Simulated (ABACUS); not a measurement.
Crystal: H.

```xyz
2
Lattice="-1.6915 1.6915 2.0585 1.6915 -1.6915 2.0585 1.6915 1.6915 -2.0585" Properties=species:S:1:pos:R:3 pbc="T T T"
H     0.0000    0.0000    0.3711
H     0.0000    0.0000    3.7459
```

| Property | Result |
| --- | --- |
| Program | ABACUS 3.10.1 |
| Task | single point |
| Functional | PBE |
| Potentials or basis | PseudoDojo NC SR 0.4.1 PBE standard |
| Cutoff | 993 eV |
| Density cutoff | 3973 eV |
| Basis | plane waves |
| k mesh | 11 × 11 × 11 |
| Occupations | fermi-dirac, width 0.05 eV |
| Spin | no spin polarisation |

On this cell: pressure 0.7 GPa; largest force 0.230 eV/Å; band gap on the k mesh 9.06 eV, indirect (least direct gap 9.85 eV).

The same run follows on a disturbed copy (atoms moved at random, drawn with an rms of 0.05 Å):

```
CELL_PARAMETERS angstrom
-1.69153 1.69153 2.05847
1.69153 -1.69153 2.05847
1.69153 1.69153 -2.05847
ATOMIC_POSITIONS crystal
H 0.08199 0.09122 0.99944
H 0.91475 0.93528 0.03530
```

Problem. What changes?

Solution. The energy moves by -0.1 meV/atom; pressure 0.6 GPa; largest force 0.147 eV/Å; band gap on the k mesh 8.82 eV, indirect (least direct gap 9.57 eV).

Forces in eV/Å, atoms in the order of the input:
```
H   -0.011 -0.006  0.146
H    0.011  0.006 -0.146
```

Stress tensor (GPa, compression positive):
```
 0.34  0.01 -0.06
 0.01  0.34 -0.03
-0.06 -0.03  1.13
```

Caveats: an odd mesh through Γ misses points on the zone boundary, where band edges often lie.
